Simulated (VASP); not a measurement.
# BN (Qingsongite) (F-43m) in VASP: settings compared, part 3 of 3

VASP 6.6.1.

**6. Single point, r2SCAN**

This run uses another cell than the first one, of 5.88 Å³/atom, 0.988 times its volume.

Input file POSCAR:

```
BN
1.0
    0.0000000000      1.8048245576      1.8048245576
    1.8048245576      0.0000000000      1.8048245576
    1.8048245576      1.8048245576      0.0000000000
B N
1 1
Direct
    0.0000000000      0.0000000000      0.0000000000
    0.2500000000      0.2500000000      0.2500000000
```

Input file INCAR.step1:

```
PREC = Accurate
ENCUT = 660
ISMEAR = 0
SIGMA = 0.01
LREAL = False
LASPH = True
NELM = 120
NBANDS = 11
GGA = PE
ALGO = Normal
EDIFF = 1E-5
LWAVE = True
LCHARG = False
GGA_COMPAT = False
```

Input file INCAR.step2:

```
PREC = Accurate
ENCUT = 660
EDIFF = 1E-6
ISMEAR = 0
SIGMA = 0.01
LREAL = False
LASPH = True
NELM = 120
ALGO = Normal
ISIF = 2
LWAVE = False
LCHARG = False
METAGGA = R2SCAN
LMIXTAU = True
NBANDS = 11
ISTART = 1
GGA_COMPAT = False
```

Input file KPOINTS:

```
regular mesh
0
Gamma
  10 10 10
```

Potentials or basis: VASP PAW PBE potentials, release 64 (B, N).

On the command line:

```
$ cat potpaw_PBE.64/B/POTCAR potpaw_PBE.64/N/POTCAR > POTCAR
$ cp INCAR.step1 INCAR
$ mpirun -np 1 vasp_std > vasp.out
$ cp INCAR.step2 INCAR
$ mpirun -np 1 vasp_std > vasp.out
```

OUTCAR:

```text
PREC = Accurate
   ENCUT = 660
   EDIFF = 1E-6
   ISMEAR = 0
   LREAL = False
   LASPH = True
   NELM = 120
   ISIF = 2
   METAGGA = R2SCAN
   ISTART = 1

 ion  position               nearest neighbor table
   1  0.000  0.000  0.000-   2 1.56   2 1.56   2 1.56   2 1.56
   2  0.250  0.250  0.250-   1 1.56   1 1.56   1 1.56   1 1.56

  LATTYP: Found a face centered cubic cell.
 ALAT       =     3.6096491152

  Lattice vectors:

 A1 = (   0.0000000000,   1.8048245576,   1.8048245576)
 A2 = (   1.8048245576,   0.0000000000,   1.8048245576)
 A3 = (   1.8048245576,   1.8048245576,   0.0000000000)

Analysis of symmetry for initial positions (statically):
=====================================================================
 Subroutine PRICEL returns:
 Original cell was already a primitive cell.

 Routine SETGRP: Setting up the symmetry group for a
 face centered cubic supercell.

 Subroutine GETGRP returns: Found 24 space group operations
 (whereof 24 operations were pure point group operations)
 out of a pool of 48 trial point group operations.

The static configuration has the point symmetry T_d .

Analysis of symmetry for dynamics (positions and initial velocities):
=====================================================================
 Subroutine PRICEL returns:
 Original cell was already a primitive cell.

 Routine SETGRP: Setting up the symmetry group for a
 face centered cubic supercell.

 Subroutine GETGRP returns: Found 24 space group operations
 (whereof 24 operations were pure point group operations)
 out of a pool of 48 trial point group operations.

The dynamic configuration has the point symmetry T_d .

 Subroutine INISYM returns: Found 24 space group operations
 (whereof 24 operations are pure point group operations),
 and found     1 'primitive' translations

----------------------------------------------------------------------------------------

                                     Primitive cell

  volume of cell :      11.7580

  direct lattice vectors                    reciprocal lattice vectors
     0.000000000  1.804824558  1.804824558    -0.277035238  0.277035238  0.277035238
     1.804824558  0.000000000  1.804824558     0.277035238 -0.277035238  0.277035238
     1.804824558  1.804824558  0.000000000     0.277035238  0.277035238 -0.277035238

  length of vectors
     2.552407367  2.552407367  2.552407367     0.479839107  0.479839107  0.479839107

  position of ions in fractional coordinates (direct lattice)
     0.000000000  0.000000000  0.000000000
     0.250000000  0.250000000  0.250000000

  ion indices of the primitive-cell ions
   primitive index   ion index
                 1           1
                 2           2

----------------------------------------------------------------------------------------

 KPOINTS: regular mesh

Automatic generation of k-mesh.
 Grid dimensions read from file:
 generate k-points for:   10   10   10

 Generating k-lattice:

  Cartesian coordinates                     Fractional coordinates (reciprocal lattice)
    -0.027703524  0.027703524  0.027703524     0.100000000  0.000000000  0.000000000
     0.027703524 -0.027703524  0.027703524     0.000000000  0.100000000  0.000000000
     0.027703524  0.027703524 -0.027703524     0.000000000  0.000000000  0.100000000

  Length of vectors
     0.047983911  0.047983911  0.047983911

  Shift w.r.t. Gamma in fractional coordinates (k-lattice)
     0.000000000  0.000000000  0.000000000

 Subroutine IBZKPT returns following result:
 ===========================================

 Found     47 irreducible k-points:

 Following reciprocal coordinates:
            Coordinates               Weight
  0.000000  0.000000  0.000000      1.000000
  0.100000  0.000000  0.000000      8.000000
  0.200000  0.000000  0.000000      8.000000
  0.300000  0.000000  0.000000      8.000000
  0.400000  0.000000  0.000000      8.000000
  0.500000  0.000000  0.000000      4.000000
[... 16 lines left out ...]
  0.300000  0.300000  0.000000      6.000000
  0.400000  0.300000  0.000000     24.000000
 [... further k-points ...]
   k-points           NKPTS =     47   k-points in BZ     NKDIM =     47   number of bands    NBANDS=     11
   number of dos      NEDOS =    301   number of ions     NIONS =      2
   total plane-waves  NPLWV =  13824
   dimension x,y,z NGX =    24 NGY =   24 NGZ =   24
   dimension x,y,z NGXF=    48 NGYF=   48 NGZF=   48
   ions per type =               1   1
   NGX,Y,Z   is equivalent  to a cutoff of  15.63, 15.63, 15.63 a.u.
   NGXF,Y,Z  is equivalent  to a cutoff of  31.26, 31.26, 31.26 a.u.
 SYSTEM =  unknown system
   PREC   = accura    normal or accurate (medium, high low for compatibility)
   ISTART =      1    job   : 0-new  1-cont  2-samecut
   ICHARG =      0    charge: 1-file 2-atom 10-const
   ISPIN  =      1    spin polarized calculation?
   LNONCOLLINEAR =      F non collinear calculations
   LSORBIT =      F    spin-orbit coupling
   LASPH  =      T    aspherical Exc in radial PAW
   ENCUT  =  660.0 eV  48.51 Ry    6.96 a.u.   5.35  5.35  5.35*2*pi/ulx,y,z
   NELM   =    120;   NELMIN=  2; NELMDL=  0     # of ELM steps
   EDIFF  = 0.1E-05   stopping-criterion for ELM
   LREAL  =      F    real-space projection
   EDIFFG = 0.1E-04   stopping-criterion for IOM
   NSW    =      0    number of steps for IOM
   IBRION =     -1    ionic relax: 0-MD 1-quasi-New 2-CG
   NFREE  =      0    steps in history (QN), initial steepest desc. (CG)
   ISIF   =      2    stress and relaxation
   ISYM   =      2    0-nonsym 1-usesym 2-fastsym
   POTIM  = 0.5000    time-step for ionic-motion
   TEBEG  =    0.0;   TEEND  =   0.0 temperature during run
   PSTRESS=    0.0 pullay stress
   NELECT =       8.0000    total number of electrons
   NUPDOWN=      -1.0000    fix difference up-down
   EMIN   =  10.00;   EMAX   =-10.00  energy-range for DOS
   EFERMI =   0.00;   METHOD = LEGACY
   ISMEAR =     0;   SIGMA  =   0.01  broadening in eV -4-tet -1-fermi 0-gaus
   EFERMI_NEDOS =   21; number of points for ismear=-14 and -15
   IALGO  =     38    algorithm
   IMIX   =      4    mixing-type and parameters
     AMIX     =   0.40;   BMIX     =  1.00
     AMIX_MAG =   1.60;   BMIX_MAG =  1.00
  volume/ion in A,a.u.               =       5.88        39.67
  Fermi-wavevector in a.u.,A,eV,Ry     =   1.439881  2.720980 28.208365  2.073256
  Thomas-Fermi vector in A             =   2.558687
   LORBIT       =      0    0 simple, 1 ext, 2 COOP (PROOUT), +10 PAW based schemes
   METAGGA = R2SCAN    functional components
   LHFCALC =     F    Hartree Fock is set to
   AEXX    =    0.0000 exact exchange contribution
   IVDW    =     0    specifies the selected vdW correction
   LEPSILON=     F    determine dielectric tensor
   LRPA    =     F    only Hartree local field effects (RPA)
 non-spin polarized calculation
 Gauss-broadening in eV      SIGMA  =   0.01
  energy-cutoff  :      660.00
  volume of cell :       11.76
 maximum number of plane-waves:       465
 NGX is ok and might be reduce to    24
   NGX = 11   NGY = 11   NGZ = 11

 number of electron       8.0000000 magnetization

 Free energy of the ion-electron system (eV)
  ---------------------------------------------------
  ext. energy  EPLUGINS =         0.00000000
  ---------------------------------------------------
  free energy    TOTEN  =       -19.17477544 eV

  energy without entropy =      -19.17477544  energy(sigma->0) =      -19.17477544

 E-fermi :   7.4549     XC(G=0): -13.6695

 val. band max:        7.2963417587   @ k =   0.0000   0.0000   0.0000
 cond. band min:      12.2784707962   @ k =   0.5000   0.5000   0.0000
 fundamental gap:      4.9821290376
 Fermi energy:         7.4548928451

 k-point     1 :       0.0000    0.0000    0.0000
  band No.  band energies     occupation
      1     -14.0461      2.00000
      2       7.2963      2.00000
      3       7.2963      2.00000
      4       7.2963      2.00000
      5      16.8444      0.00000
      6      16.8444      0.00000
      7      16.8444      0.00000
      8      18.4366      0.00000
      9      33.5177      0.00000
     10      36.0929      0.00000
     11      36.0929      0.00000
[... 309 lines left out ...]
 k-point    24 :       0.4000    0.3000    0.0000
  band No.  band energies     occupation
      1     -10.1444      2.00000
      2       0.1579      2.00000
      3       2.5920      2.00000
      4       3.0471      2.00000
      5      13.9895      0.00000
      6      18.6256      0.00000
      7      23.9439      0.00000
      8      24.0607      0.00000
      9      28.3727      0.00000
     10      36.0636      0.00000
     11      40.5485      0.00000

 [... further k-points ...]
[... 5 lines left out ...]
  --------------------------------------------------------------------------------------
  -------------------------------------------------------------------------------------
  Total        0.0889142      0.0889142      0.0889142      0.0000000      0.0000000      0.0000000
  in kB       12.1156568     12.1156568     12.1156568      0.0000000      0.0000000      0.0000000
  external PRESSURE =      12.1156568 kB  Pullay stress =       0.0000000 kB

 VOLUME and BASIS-vectors are now :
 -----------------------------------------------------------------------------
  energy-cutoff  :      660.00
  volume of cell :       11.76
      direct lattice vectors                 reciprocal lattice vectors
     0.000000000  1.804824558  1.804824558    -0.277035238  0.277035238  0.277035238
     1.804824558  0.000000000  1.804824558     0.277035238 -0.277035238  0.277035238
     1.804824558  1.804824558  0.000000000     0.277035238  0.277035238 -0.277035238

 POSITION                                       TOTAL-FORCE (eV/Angst)
 -----------------------------------------------------------------------------------
      0.00000      0.00000      0.00000         0.000000      0.000000      0.000000
      0.90241      0.90241      0.90241        -0.000000     -0.000000     -0.000000
 -----------------------------------------------------------------------------------
    total drift:                                0.000000      0.000000      0.000000

  FREE ENERGIE OF THE ION-ELECTRON SYSTEM (eV)
  ---------------------------------------------------
  free  energy   TOTEN  =       -19.1747754403 eV

  energy  without entropy=      -19.1747754403  energy(sigma->0) =      -19.17477544
```

It took 19 s on 1 thread of Intel Xeon Platinum 8559C (Emerald Rapids), shared host; peak memory 0.14 GiB.

What came out:

- Free energy: -19.1748 eV
- Pressure: 1.2 GPa
- Band gap on the k mesh: 4.98 eV, indirect (least direct gap 9.55 eV)

Caveat: the PAW data sets were made with another functional, which shifts forces and pressure a little.

**7. Single point, r2SCAN**

This run uses another cell than the first one, of 5.88 Å³/atom, 0.988 times its volume.

POSCAR is that of step 6.

Input file INCAR.step1:

```
SYSTEM = BN
PREC = Accurate
ENCUT = 660
ISMEAR = 0
SIGMA = 0.01
LREAL = .FALSE.
LASPH = .TRUE.
NELM = 120
NBANDS = 11
GGA = PE
ALGO = Normal
EDIFF = 1E-5
LWAVE = .TRUE.
LCHARG = .FALSE.
GGA_COMPAT = .FALSE.
```

Input file INCAR.step2:

```
SYSTEM = BN
PREC = Accurate
ENCUT = 660
EDIFF = 1E-6
ISMEAR = 0
SIGMA = 0.01
LREAL = .FALSE.
LASPH = .TRUE.
NELM = 120
ALGO = Normal
ISIF = 2
LWAVE = .FALSE.
LCHARG = .TRUE.
METAGGA = R2SCAN
LMIXTAU = .TRUE.
LELF = .TRUE.
LVHAR = .TRUE.
NBANDS = 11
ISTART = 1
GGA_COMPAT = .FALSE.
```

Input file KPOINTS:

```
Automatic mesh
0
G
  12 12 12
  0 0 0
```

On the command line:

```
$ cat potpaw_PBE.64/B/POTCAR potpaw_PBE.64/N/POTCAR > POTCAR
$ cp INCAR.step1 INCAR
$ mpirun -np 1 vasp_std > vasp.out
$ cp INCAR.step2 INCAR
$ mpirun -np 1 vasp_std > vasp.out
```

It took 28 s on 1 thread of Intel Xeon Platinum 8559C (Emerald Rapids), shared host; peak memory 0.14 GiB.

The run converged. Its results:

```yaml
Free_energy: -19.1748 eV
Pressure: 1.2 GPa
Band_gap_on_the_k_mesh: 4.98 eV, indirect (least direct gap 9.55 eV)
```

Levels at points of the mesh, in eV from the valence-band top:
```csv
k point,band 2,band 3,band 4,band 5,band 6,band 7
"(0.00, 0.00, 0.00)",0.00,0.00,0.00,9.55,9.55,9.55
"(0.50, 0.00, 0.00)",-11.12,-2.02,-2.02,10.85,11.49,11.49
"(0.50, 0.50, 0.00)",-9.35,-5.12,-5.12,4.98,9.84,19.33
```

Caveat: the PAW data sets were made with another functional, which shifts forces and pressure a little.

**8. The runs side by side**

| level | cell | k mesh | cutoff (eV) | gap on the mesh (eV) | pressure (GPa) |
| --- | --- | --- | --- | --- | --- |
| PBE | a = 2.563 Å, angles 60.0°, 2 atoms | 10 × 10 × 10 | 600 | 4.45 | 0.0 |
| PBE | a = 2.511 Å, angles 60.0°, 2 atoms | 10 × 10 × 10 | 600 | 4.51 | 25.9 |
| PBE | a = 2.552 Å, angles 60.0°, 2 atoms | 12 × 12 × 12 | 600 | 4.46 | 4.7 |
| r2SCAN | a = 2.500 Å, angles 60.0°, 2 atoms | 10 × 10 × 10 | 660 | 5.05 | 28.6 |
| r2SCAN | a = 2.552 Å, angles 60.0°, 2 atoms | 10 × 10 × 10 | 660 | 4.98 | 1.2 |
| r2SCAN | a = 2.552 Å, angles 60.0°, 2 atoms | 12 × 12 × 12 | 660 | 4.98 | 1.2 |

Alike in all rows: task single point; potentials or basis VASP PAW PBE potentials, release 64 (B, N); no spin polarisation; smearing gaussian 0.01 eV.

Caveats: the PAW data sets were made with another functional, which shifts forces and pressure a little (some runs).

Absolute energies hang on the potentials; compare differences alone.

**9. Comparison with measurements**

Step 2. Measured gap of BN: 6.4 eV (indirect; 300 K; a printed reference work, monograph). This calculation gives 4.45 eV (-1.95 eV). The value is that of PBE on a finite k mesh, which can miss the band edges, without temperature or zero-point motion. Semilocal functionals fall short of measured gaps as a rule.

Step 6. Against the measured gap of BN, 6.4 eV (indirect; 300 K; a printed reference work, monograph), the calculated 4.98 eV is off by -1.42 eV. The value is that of r2SCAN on a finite k mesh, which can miss the band edges, without temperature or zero-point motion.

Step 7. Against the measured gap of BN, 6.4 eV (indirect; 300 K; a printed reference work, monograph), the calculated 4.98 eV is off by -1.42 eV. The value is that of r2SCAN on a finite k mesh, which can miss the band edges, without temperature or zero-point motion.
